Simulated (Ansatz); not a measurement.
The system is CuO (Tenorite).

```xyz
4
Lattice="2.3418 -1.7113 0.0000 2.3418 1.7113 0.0000 -0.8500 0.0000 5.0579" Properties=species:S:1:pos:R:3 pbc="T T T"
Cu    0.7459   -0.8557    2.5289
Cu    1.1709    0.8557    0.0000
O     1.7043    0.2793    3.7934
O     2.1293   -0.2793    1.2645
```

| Item | Value |
| --- | --- |
| Program | Ansatz 0.2.0 |
| Task | relaxation of cell and atoms |
| Functional | PBEsol |
| Dispersion | D3(BJ) |
| Potentials or basis | Ansatz PAW |
| Cutoff | 420 eV (not typed: the program's choice for these potentials) |
| k mesh | 10 × 10 × 5 |
| Occupations | fermi-dirac, width 0.05 eV |
| Spin | no spin polarisation |

At the start: volume 10.13 Å³/atom.

Where does the relaxation end?

It ends after 23 steps and the volume is 10.43 Å³/atom (+2.9 %); space group P4_2/mmc (No. 131, to 0.05 Å).

The path:
| step | energy change (eV) | largest force (eV/Å) | volume (Å³) |
| --- | --- | --- | --- |
| 1 | 0.0000 | 0.3622 | 40.54 |
| 2 | -0.0312 | 0.2774 | 40.01 |
| 3 | -0.0594 | 0.0489 | 39.49 |
| 4 | -0.0654 | 0.0324 | 39.82 |
| 5 | -0.0716 | 0.0369 | 40.90 |
| 6 | -0.0734 | 0.0011 | 40.78 |
| 7 | -0.0734 | 0.0003 | 40.79 |
| 8 | -0.0874 | 0.0011 | 40.79 |
| 9 | -0.0945 | 0.0066 | 41.20 |
| 10 | -0.0937 | 0.0081 | 41.59 |
| 11 | -0.0949 | 0.0018 | 41.43 |
| 12 | -0.1036 | 0.0028 | 41.43 |
| 13 | -0.1063 | 0.0026 | 41.59 |
| 14 | -0.1059 | 0.0007 | 41.69 |
| 15 | -0.1063 | 0.0006 | 41.65 |
| 16 | -0.1092 | 0.0003 | 41.65 |
| 17 | -0.1100 | 0.0009 | 41.69 |
| 18 | -0.1099 | 0.0002 | 41.70 |
| 19 | -0.1106 | 0.0002 | 41.70 |
| 20 | -0.1108 | 0.0019 | 41.71 |
| 21 | -0.1109 | 0.0020 | 41.71 |
| 22 | -0.1110 | 0.0018 | 41.72 |
| 23 | -0.1109 | 0.0019 | 41.72 |

Final structure:
```yaml
crystal:
  lattice:
    - [2.02589, -2.01855, 0.15768]
    - [2.02589, 2.01855, 0.15768]
    - [-0.39480, 0.00000, 5.07003]
  atoms:
    - { symbol: Cu, position: [0.50000, 0.00000, 0.50000] }
    - { symbol: Cu, position: [0.00000, 0.50000, 0.00000] }
    - { symbol: O, position: [0.50007, 0.49993, 0.75000] }
    - { symbol: O, position: [0.49993, 0.50007, 0.25000] }
```

Caveat: the plane-wave basis is chosen anew once the cell has moved, so the energies of steps on either side of that aren't comparable; the pressure holds a Pulay correction of +0.7 GPa for the finite cutoff; the run has no spin polarisation, though such a crystal can be magnetic; the PAW data sets come from PBE, with cores solved anew for the run's functional, which leaves a small shift of forces and pressure.
